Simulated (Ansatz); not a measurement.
**HfN: stress in a strained cell**

HfN is deformed so: zz strain of +2 %. What stress and forces result, by LAPW, PAW and all-electron datasets made for the crystal?

Method: DFT PBE, scalar-relativistic, in Ansatz 0.2.0.

### Step 1. The starting structure

Symmetry: Fm-3m, No. 225, cubic system. The conventional cell has a = 4.518 Å, b = 4.518 Å, c = 4.518 Å, α = 90.00°, β = 90.00°, γ = 90.00°. Around Hf (site symmetry m-3m) lie 6 N at 2.26 Å. N (site symmetry m-3m) has 6 Hf at 2.26 Å as nearest neighbours.

As a file:

```xyz
2
Lattice="0.0000 2.2590 2.2590 2.2590 0.0000 2.2590 2.2590 2.2590 0.0000" Properties=species:S:1:pos:R:3 pbc="T T T"
Hf    0.0000    0.0000    0.0000
N     2.2590    2.2590    2.2590
```

Atoms are numbered in the order of the input: Hf1, N2.

### Step 2. After the deformation

Space group Fm-3m before, I4/mmm after.

### Step 3. Full-potential LAPW

Input file input.yaml:

```yaml
crystal:
  lattice:
    - [0.0, 2.259, 2.30418]
    - [2.259, 0.0, 2.30418]
    - [2.259, 2.259, 0.0]
  atoms:
    - { symbol: Hf, position: [0.0, 0.0, 0.0] }
    - { symbol: "N", position: [0.5, 0.5, 0.5] }
kpoints:
  mp_grid: { grid: [10, 10, 10] }
  band_path:
    path:
      - [0.0, 0.0, 0.0]
      - [0.0, 0.5, 0.5]
      - [0.25, 0.75, 0.5]
      - [0.0, 0.5, 0.0]
      - [0.0, 0.0, 0.0]
      - [0.5, 0.5, 0.0]
      - [0.3701460977, 0.6298539023, 0.0]
      - [-0.3701460977, 0.3701460977, 0.0]
      - [0.0, 0.0, 0.0]
    npoints: 5
scf:
  occupations: { method: fermi_dirac, width: 0.03 }
hamiltonian:
  xc: pbe
  pseudopotentials: { kind: all_electron, lapw: { basis_error: 0.001 } }
output:
  forces: true
  stress: true
  eigenvalues: true
```

The run is started by

```
$ ansatz run input.yaml --threads 1 --pin off --max-ram 3072MiB --backend cpu --events-out ev --progress --plain --runs-dir out
```

### Step 4. PAW with frozen cores

Input file input.yaml:

```yaml
crystal:
  lattice:
    - [0.0, 2.259, 2.30418]
    - [2.259, 0.0, 2.30418]
    - [2.259, 2.259, 0.0]
  atoms:
    - { symbol: Hf, position: [0.0, 0.0, 0.0] }
    - { symbol: "N", position: [0.5, 0.5, 0.5] }
kpoints:
  mp_grid: { grid: [10, 10, 10] }
scf:
  occupations: { method: fermi_dirac, width: 0.03 }
hamiltonian:
  xc: pbe
  pseudopotentials: { kind: paw }
output:
  forces: true
  stress: true
  eigenvalues: true
  efg: { contact_densities: true }
```

### Step 5. All-electron PAW on datasets made for the crystal

Edit input.yaml of step 4 so:

```diff
@@ -14,3 +14,3 @@
   xc: pbe
-  pseudopotentials: { kind: paw }
+  pseudopotentials: { kind: all_electron, datasets: crystal }
 output:
```

(Steps that only read results are left out.)

Q: Predict the outcome of this session. Wanted: pressure; largest shear or deviatoric stress.

**Answer**, as computed:

```
                                 quantity                                           value
                                 pressure  LAPW 0.28, PAW 0.22, crystal datasets 0.28 GPa
largest shear or deviatoric stress (LAPW)                                        5.16 GPa
```

**Reading.** The largest part of the stress beyond the pressure is 5.16 GPa in size, in the zz component; the atoms are carried along and not relaxed. No run of the undeformed cell stands beside it, so the pressure holds what the given cell had before the change. PAW: stress within 0.07 GPa of LAPW. Crystal datasets: stress within 0.01 GPa of LAPW. Spin-orbit coupling is left out, though the cell holds Hf; in elements this heavy it can shift bands and gaps by tenths of an eV. HfN has an odd count of electrons, so a run without spin can force a false metal and spoil its energy.
